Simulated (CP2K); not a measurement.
Input of a CP2K 2026.2 run:

bn_bands.inp

```
&GLOBAL
  PROJECT bn_bands
  RUN_TYPE ENERGY_FORCE
  PRINT_LEVEL LOW
&END GLOBAL
&FORCE_EVAL
  METHOD QS
  STRESS_TENSOR ANALYTICAL
  &DFT
    BASIS_SET_FILE_NAME BASIS_MOLOPT
    POTENTIAL_FILE_NAME GTH_POTENTIALS
    &MGRID
      CUTOFF 450
      REL_CUTOFF 60
      NGRIDS 5
    &END MGRID
    &QS
      METHOD GPW
      EPS_DEFAULT 1.0E-9
    &END QS
    &KPOINTS
      SCHEME MONKHORST-PACK 13 13 13
      GAMMA_CENTERED T
      SYMMETRY T
      SYMMETRY_BACKEND SPGLIB
    &END KPOINTS
    &SCF
      SCF_GUESS ATOMIC
      EPS_SCF 1.0E-6
      MAX_SCF 100
      ADDED_MOS 10
      CHOLESKY OFF
      EPS_EIGVAL 1.0E-7
      &DIAGONALIZATION ON
        ALGORITHM STANDARD
      &END DIAGONALIZATION
      &MIXING ON
        METHOD BROYDEN_MIXING
        ALPHA 0.4
        BETA 1.5
        NBUFFER 8
      &END MIXING
      &SMEAR ON
        METHOD FERMI_DIRAC
        ELECTRONIC_TEMPERATURE 580.23
      &END SMEAR
    &END SCF
    &XC
      &XC_FUNCTIONAL
        &GGA_X_PBE
        &END GGA_X_PBE
        &GGA_C_PBE
        &END GGA_C_PBE
      &END XC_FUNCTIONAL
    &END XC
    &PRINT
      &KPOINTS ON
      &END KPOINTS
      &MULLIKEN ON
      &END MULLIKEN
      &MO ON
        ENERGIES T
        OCCUPATION_NUMBERS T
        &EACH
          QS_SCF 0
        &END EACH
        ADD_LAST NUMERIC
      &END MO
      &BAND_STRUCTURE
        FILE_NAME bands.bs
        ADDED_MOS 4
        &KPOINT_SET
          UNITS B_VECTOR
          NPOINTS 6
          SPECIAL_POINT GAMMA 0.00000000 0.00000000 0.00000000
          SPECIAL_POINT X 0.50000000 0.00000000 0.50000000
          SPECIAL_POINT W 0.50000000 0.25000000 0.75000000
          SPECIAL_POINT K 0.37500000 0.37500000 0.75000000
          SPECIAL_POINT GAMMA 0.00000000 0.00000000 0.00000000
          SPECIAL_POINT L 0.50000000 0.50000000 0.50000000
          SPECIAL_POINT U 0.62500000 0.25000000 0.62500000
          SPECIAL_POINT W 0.50000000 0.25000000 0.75000000
          SPECIAL_POINT L 0.50000000 0.50000000 0.50000000
          SPECIAL_POINT K 0.37500000 0.37500000 0.75000000
        &END KPOINT_SET
        &KPOINT_SET
          UNITS B_VECTOR
          NPOINTS 6
          SPECIAL_POINT U 0.62500000 0.25000000 0.62500000
          SPECIAL_POINT X 0.50000000 0.00000000 0.50000000
        &END KPOINT_SET
      &END BAND_STRUCTURE
    &END PRINT
  &END DFT
  &SUBSYS
    &CELL
      A 2.5639706028 0.0000000000 0.0000000000
      B 1.2819853014 2.2204636766 0.0000000000
      C 1.2819853014 0.7401545589 2.0934732308
      PERIODIC XYZ
    &END CELL
    &COORD
      SCALED
      N   0.2500000000 0.2500000000 0.2500000000
      B   0.0000000000 0.0000000000 0.0000000000
    &END COORD
    &KIND N
      BASIS_SET DZVP-MOLOPT-SR-GTH-q5
      POTENTIAL GTH-BLYP-q5
    &END KIND
    &KIND B
      BASIS_SET DZVP-MOLOPT-SR-GTH-q3
      POTENTIAL GTH-BLYP-q3
    &END KIND
    &PRINT
      &ATOMIC_COORDINATES ON
      &END ATOMIC_COORDINATES
      &CELL ON
      &END CELL
    &END PRINT
  &END SUBSYS
  &PRINT
    &FORCES ON
    &END FORCES
    &STRESS_TENSOR ON
    &END STRESS_TENSOR
  &END PRINT
&END FORCE_EVAL
```

Potentials or basis: GTH_POTENTIALS N GTH-BLYP-q5, B GTH-BLYP-q3; DZVP-MOLOPT-SR-GTH basis.

Run with:

```sh
$ OMP_NUM_THREADS=1 cp2k.psmp -i bn_bands.inp -o bn_bands.out
```

**Question.** Predict the band gap on the k mesh.

**Answer.** 4.63 eV, indirect (least direct gap 8.69 eV).

**Question.** Estimate the band gap along the path.

**Answer.** 4.56 eV, indirect (least direct gap 8.69 eV).

**Question.** Predict the pressure.

**Answer.** 0.5 GPa.

**Question.** Predict the Mulliken charges.

**Answer.** N -0.08; B +0.08 e.

Levels at the corners of the path, in eV from the valence-band top:
```csv
point,band 2,band 3,band 4,band 5,band 6,band 7
Γ,0.00,0.00,0.00,8.69,8.69,8.69
X,-8.80,-4.85,-4.85,4.56,9.50,17.68
W,-7.49,-6.88,-6.43,9.62,13.27,14.54
K,-8.02,-7.57,-4.04,7.00,13.08,15.66
Γ,0.00,0.00,0.00,8.69,8.69,8.69
L,-10.57,-1.93,-1.93,10.17,10.70,10.70
U,-8.02,-7.57,-4.04,7.00,13.08,15.66
W,-7.49,-6.88,-6.43,9.62,13.27,14.54
L,-10.57,-1.93,-1.93,10.17,10.70,10.70
K,-8.02,-7.57,-4.04,7.00,13.08,15.66
U,-8.02,-7.57,-4.04,7.00,13.08,15.66
X,-8.80,-4.85,-4.85,4.56,9.50,17.68
```

Caveat: the potentials were made for another functional, which shifts forces and pressure; the basis of atomic orbitals isn't converged, which shifts pressures, moduli and gaps.

**The experiment to reproduce.**

A printed reference work, monograph reports, for a bulk crystal of BN at 300 K: band gap 6.4 eV (indirect).

Against the measured gap of BN, 6.4 eV (indirect; 300 K; a printed reference work, monograph), the calculated 4.56 eV is off by -1.84 eV. The value is that of PBE in an atomic basis (GTH_POTENTIALS N GTH-BLYP-q5, B GTH-BLYP-q3; DZVP-MOLOPT-SR-GTH basis), whose error adds to the functional's,, without temperature or zero-point motion. Semilocal functionals fall short of measured gaps as a rule. The cell is a database's relaxed one, not the measured one, which moves gaps too.
